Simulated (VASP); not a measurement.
Runs of VASP 6.6.1 on TePb. Symmetry: Fm-3m, No. 225, cubic system. The conventional cell has a = 6.462 Å, b = 6.462 Å, c = 6.462 Å, α = 90.00°, β = 90.00°, γ = 90.00°. Around Pb (site symmetry m-3m) lie 6 Te at 3.23 Å. Te (site symmetry m-3m) has 6 Pb at 3.23 Å as nearest neighbours. 

| task | level | potentials or basis | spin | cell | k mesh | cutoff (eV) | smearing | grid for exact exchange (PRECFOCK) | screening parameter | cutoff of the response function | frequency points | empty bands | mesh quality | gap on the mesh (eV) | pressure (GPa) | relaxed volume (Å³/atom) |
| --- | --- | --- | --- | --- | --- | --- | --- | --- | --- | --- | --- | --- | --- | --- | --- | --- |
| single point | HSE06 | VASP PAW PBE potentials, release 64 (Pb_d, Te) | SOC, no magnetisation | as given | 3 × 3 × 3 | 520 | fermi-dirac 0.05 eV | Fast | 0.2 1/A | - | - | - | coarse | - | (a) | - |
| single point | PBE | VASP PAW PBE potentials, release 64 (Pb_d_GW, Te_GW) | off | as given | 5 × 5 × 5 | 500 | gaussian 0.02 eV | - | - | - | - | - | not flagged | - | 2.0 | - |
| relaxation of cell and atoms | HSE06 | VASP PAW PBE potentials, release 64 (Pb_d, Te) | off | relaxed | 4 × 4 × 4 | 600 | fermi-dirac 0.05 eV | Fast | 0.2 1/A | - | - | - | coarse | 1.15 | 0.0 | (b) |
| single point | PBE | VASP PAW PBE potentials, release 64 (Pb_d_GW, Te_GW) | off | as given | 4 × 4 × 4 | 400 | gaussian 0.02 eV | - | - | - | - | - | coarse | 0.73 | 1.9 | - |
| relaxation of cell and atoms | r2SCANh | VASP PAW PBE potentials, release 64 (Pb_d, Te) | off | relaxed | 4 × 4 × 4 | 600 | fermi-dirac 0.05 eV | Fast | - | - | - | - | coarse | 1.42 | 0.0 | (c) |

Task: Estimate the missing entries.

Result: (a) 0.7; (b) 34.50; (c) 34.68.

Caveats: some runs use coarse meshes; the PAW data sets were made with another functional, which shifts forces and pressure a little (some runs); spin-orbit coupling is left out, which as a rule narrows the gap of such compounds by several tenths of an eV (some runs).

A k mesh can miss the band edges, and rows without SOC leave out spin-orbit coupling on Pb, Te.

The runs don't all hold the same shells in valence.
